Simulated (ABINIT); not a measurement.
Runs of ABINIT 10.8.3 (patched build) on SiC (Moissanite). The structure is hexagonal, space group P6_3mc (No. 186). Conventional cell: a = 3.076 Å, b = 3.076 Å, c = 5.048 Å, α = 90.00°, β = 90.00°, γ = 120.00°. Si (site symmetry 3m) has 4 C at 1.87 to 1.94 Å as nearest neighbours. C (site symmetry 3m) has 4 Si at 1.87 to 1.94 Å as nearest neighbours. 

```tsv
task	level	potentials or basis	k mesh	cutoff (eV)	fine-grid cutoff	mesh quality	gap on the mesh (eV)	pressure (GPa)	largest force (eV/Å)
band structure	revPBE	JTH PAW PBE v2.0	10 × 10 × 5	544	1088.46 eV	not flagged	2.52	(c)	0.74
band structure	HCTH407	JTH PAW PBE v2.0	10 × 10 × 5	544	1088.46 eV	not flagged	2.89	0.3	0.73
single point	LDA	JTH PAW LDA v2.0	13 × 13 × 6	544	1088.46 eV	not flagged	2.31	-4.2	0.73
band structure	PBE	SPMS NC PBE v1.0	10 × 10 × 5	898	-	not flagged	2.49	-	0.76
single point	r2SCAN	JTH PAW PBE v2.0	4 × 4 × 2	653	1251.72 eV	coarse	2.97	(b)	(a)
band structure	PBE	PseudoDojo NC SR PBE v0.4.1 standard	10 × 10 × 5	1116	-	not flagged	2.49	3.7	0.76
band structure	PW91	JTH PAW PBE v2.0	10 × 10 × 5	544	1088.46 eV	not flagged	2.52	2.9	0.74
```

Alike in all rows: no spin polarisation; cell as given; smearing fermi-dirac 0.05 eV.

**Question.** Fill in the values left out.

**Answer.** (a) 0.71; (b) 1.9; (c) 5.4.

Caveats: some runs use coarse meshes; the PAW data sets were made with another functional, which shifts forces and pressure a little (some runs); the mesh misses the band edges, which the band path finds closer together (some runs); an odd mesh through Γ misses points on the zone boundary, where band edges often lie (some runs).
